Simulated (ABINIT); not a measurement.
Crystal: GaP.

```xyz
2
Lattice="0.0000 2.7252 2.7252 2.7252 0.0000 2.7252 2.7252 2.7252 0.0000" Properties=species:S:1:pos:R:3 pbc="T T T"
Ga    0.0000    0.0000    0.0000
P     4.0879    4.0879    4.0879
```

Base run:

| Quantity | Value |
| --- | --- |
| Program | ABINIT 10.8.3 (patched build) |
| Functional | RPBE |
| Potentials or basis | PseudoDojo NC SR PBE v0.4.1 standard |
| Cutoff | 1088 eV |
| k mesh | 8 × 8 × 8 |
| Occupations | fermi-dirac, width 0.05 eV |
| Spin | no spin polarisation |

Its results: band gap on the k mesh 1.76 eV, indirect (least direct gap 1.96 eV); pressure 4.7 GPa.

Q: The run is repeated on the same cell with these changes: functional from RPBE to BLYP. What comes out?

A: Band gap on the k mesh 1.66 eV, indirect (least direct gap 1.71 eV); pressure 6.1 GPa.

Caveats: the potentials were made for another functional, which shifts forces and pressure.
